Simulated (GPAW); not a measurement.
A run of GPAW 26.7.0 is set up as follows.

Contents of run.py:

```python
import numpy as np
from ase.dft.bandgap import bandgap
from ase.io import read, write
from ase.units import GPa
from gpaw import GPAW, PW
from gpaw.spinorbit import soc_eigenstates

atoms = read('CdO.cif')

calc = GPAW(mode=PW(800),
            xc='M06-L',
            kpts={'size': (8, 8, 8), 'gamma': True},
            occupations={'name': 'fermi-dirac', 'width': 0.05},
            nbands=18,
            convergence={'density': 1e-05, 'energy': 1e-05},
            maxiter=150,
            txt='gpaw.txt')
atoms.calc = calc
energy = atoms.get_potential_energy()
forces = atoms.get_forces()
stress = atoms.get_stress()
calc.write('gs.gpw')
write('result.traj', atoms)
print(f'Energy: {energy:.6f} eV')
print('Forces (eV/A):')
print(forces.round(4))
print('Stress (GPa):', (stress / GPa).round(3))
print('Fermi level:', round(calc.get_fermi_level(), 4), 'eV')
print(f'Gap: {bandgap(calc)[0]:.4f} eV, direct: {bandgap(calc, direct=True)[0]:.4f} eV')

path = atoms.cell.bandpath('GXWKGLUWLK,UX', npoints=80, eps=1e-4)
bs_calc = calc.fixed_density(kpts=path, symmetry='off', nbands=27,
                             convergence={'bands': 'CBM+6.0', 'eigenstates': 1e-6}, txt='bands.txt')
bs = bs_calc.band_structure()
bs.write('bs.json')
print(f'Gap on the path: {bandgap(bs_calc)[0]:.4f} eV')

soc = soc_eigenstates(bs_calc, theta=0, phi=0, ignore_xc_potential=True)
np.savetxt('soc_bands.dat', soc.eigenvalues(), fmt='%.4f')
mesh = soc_eigenstates('gs.gpw', theta=0, phi=0, ignore_xc_potential=True)
np.savetxt('soc_mesh.dat', mesh.eigenvalues(), fmt='%.4f')
print('Fermi level with spin-orbit coupling:', round(mesh.fermi_level, 4), 'eV')
```

File CdO.cif:

```cif
data_CdO
_cell_length_a 3.32269476
_cell_length_b 3.32269476
_cell_length_c 3.32269476
_cell_angle_alpha 60.00000000
_cell_angle_beta 60.00000000
_cell_angle_gamma 60.00000000
_space_group_name_H-M_alt 'P1'
_space_group_name_Hall 'P 1'
_space_group_IT_number 1
loop_
_space_group_symop_operation_xyz
'x,y,z'
loop_
_atom_site_label
_atom_site_type_symbol
_atom_site_symmetry_multiplicity
_atom_site_Wyckoff_symbol
_atom_site_fract_x
_atom_site_fract_y
_atom_site_fract_z
_atom_site_occupancy
Cd1 Cd 1 a 0.0000000000 0.0000000000 0.0000000000 1
O1 O 1 a 0.5000000000 0.5000000000 0.5000000000 1
```

Potentials or basis: GPAW PAW data sets (gpaw-data 1.2.1), pw.

Command:

```bash
$ OMP_NUM_THREADS=1 python run.py
```

Q: Predict the pressure.

A: 5.2 GPa.

Q: Estimate the band gap along the path.

A: None (metal or under the smearing width).

Levels at the corners of the path, in eV from the Fermi level:
| point | band 14 | band 15 | band 16 | band 17 | band 18 | band 19 | band 20 |
| --- | --- | --- | --- | --- | --- | --- | --- |
| Γ | -1.51 | -1.45 | -1.45 | -1.45 | -1.45 | -0.43 | -0.43 |
| X | -4.44 | -2.43 | -2.43 | -2.36 | -2.36 | 4.67 | 4.67 |
| W | -3.12 | -3.09 | -3.09 | -1.88 | -1.88 | 6.72 | 6.72 |
| K | -3.52 | -2.92 | -2.92 | -1.38 | -1.38 | 6.16 | 6.16 |
| Γ | -1.51 | -1.45 | -1.45 | -1.45 | -1.45 | -0.43 | -0.43 |
| L | -3.85 | -0.16 | -0.16 | -0.13 | -0.13 | 4.26 | 4.26 |
| U | -3.52 | -2.92 | -2.92 | -1.38 | -1.38 | 6.16 | 6.16 |
| W | -3.12 | -3.09 | -3.09 | -1.88 | -1.88 | 6.72 | 6.72 |
| L | -3.85 | -0.16 | -0.16 | -0.13 | -0.13 | 4.26 | 4.26 |
| K | -3.52 | -2.92 | -2.92 | -1.38 | -1.38 | 6.16 | 6.16 |
| U | -3.52 | -2.92 | -2.92 | -1.38 | -1.38 | 6.16 | 6.16 |
| X | -4.44 | -2.43 | -2.43 | -2.36 | -2.36 | 4.67 | 4.67 |

Caveat: spin-orbit coupling was added after a scalar SCF, so levels and gaps hold it while energy, forces, pressure and moments don't; this program's spin-orbit splittings come out too wide for heavy elements; the PAW data sets were made with another functional, which shifts forces and pressure a little; this crystal is a semiconductor, whose small gap the functional closes, so the metal is an error of the method.
